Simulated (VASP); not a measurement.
The system is MoP.

```
CELL_PARAMETERS angstrom
3.22300 0.00000 0.00000
-1.61150 2.79120 0.00000
0.00000 0.00000 3.19100
ATOMIC_POSITIONS crystal
Mo 0.00000 0.00000 0.00000
P 0.33333 0.66667 0.50000
```

```yaml
Program: VASP 6.6.1
Task: relaxation of cell and atoms
Functional: PBE
Potentials_or_basis: VASP PAW PBE potentials, release 64 (Mo_sv, P)
Cutoff: 520 eV
k_mesh: 3 × 3 × 4
Occupations: gaussian, width 0.1 eV
Spin: no spin polarisation
```

At the start: pressure 7.0 GPa; volume 14.35 Å³/atom.

**Question.** How do energy, volume and symmetry change on relaxing?

**Answer.** Over 9 steps the energy falls by 9.4 meV/atom and the volume is 14.78 Å³/atom (+3.0 %); space group P-6m2 (No. 187, to 0.05 Å).

The path:
```csv
step,energy change (eV),largest force (eV/Å),pressure (GPa),volume (Å³)
1,0.0000,0.0000,6.97,28.71
2,0.0542,0.0000,-11.59,31.38
3,-0.0187,0.0000,-0.11,29.58
4,-0.0187,0.0000,0.02,29.56
5,-0.0187,0.0000,0.15,29.54
6,-0.0187,0.0000,0.11,29.55
7,-0.0187,0.0000,0.12,29.55
8,-0.0187,0.0000,-0.18,29.59
9,-0.0188,0.0000,0.01,29.56
```

Final structure:
```cif
data_structure
_symmetry_space_group_name_H-M 'P 1'
_symmetry_Int_Tables_number 1
_cell_length_a 3.2511
_cell_length_b 3.2511
_cell_length_c 3.2298
_cell_angle_alpha 90.000
_cell_angle_beta 90.000
_cell_angle_gamma 120.000
_cell_volume 29.56
loop_
_atom_site_label
_atom_site_type_symbol
_atom_site_fract_x
_atom_site_fract_y
_atom_site_fract_z
_atom_site_occupancy
Mo1 Mo 0.00000 0.00000 0.00000 1
P1 P 0.33333 0.66667 0.50000 1
```

Caveat: the k mesh is coarse (spacing up to 0.75 Å⁻¹), so the values aren't converged.
